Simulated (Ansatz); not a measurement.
The system is AlNi3.

```
Ni Al
1.0
     3.52305    0.00000    0.00000
     0.00000    3.52305    0.00000
     0.00000    0.00000    3.52305
Ni Al
3 1
Direct
  0.50000 0.50000 0.00000
  0.50000 0.00000 0.50000
  0.00000 0.50000 0.50000
  0.00000 0.00000 0.00000
```

The cell is a database's computed one.

| Quantity | Value |
| --- | --- |
| Program | Ansatz 0.2.0 |
| Task | relaxation of cell and atoms |
| Functional | PBE |
| Potentials or basis | Ansatz PAW |
| Cutoff | 420 eV (not typed: the program's choice for these potentials) |
| k mesh | 8 × 8 × 8 |
| Occupations | fermi-dirac, width 0.05 eV |
| Spin | collinear spin, ferromagnetic start |
| Starting moments | [1.0, 1.0, 1.0, 0.0] μB |

At the start: volume 10.93 Å³/atom.

Task: Where does the relaxation end?

Result: It ends after 5 steps and the volume is 11.35 Å³/atom (+3.8 %); space group Pm-3m (No. 221, to 0.05 Å); moment 0.73 μB per cell.

The path:
| step | energy change (eV) | largest force (eV/Å) | volume (Å³) |
| --- | --- | --- | --- |
| 1 | 0.0000 | 0.0000 | 43.73 |
| 2 | -0.0277 | 0.0000 | 44.56 |
| 3 | -0.0361 | 0.0000 | 45.33 |
| 4 | -0.0361 | 0.0000 | 45.38 |
| 5 | -0.0367 | 0.0000 | 45.38 |

Final structure:
```yaml
crystal:
  lattice:
    - [3.56698, 0.00000, 0.00000]
    - [0.00000, 3.56698, 0.00000]
    - [0.00000, 0.00000, 3.56698]
  atoms:
    - { symbol: Ni, position: [0.50000, 0.50000, 0.00000] }
    - { symbol: Ni, position: [0.50000, 0.00000, 0.50000] }
    - { symbol: Ni, position: [0.00000, 0.50000, 0.50000] }
    - { symbol: Al, position: [0.00000, 0.00000, 0.00000] }
```

Caveat: the plane-wave basis is chosen anew once the cell has moved, so the energies of steps on either side of that aren't comparable.
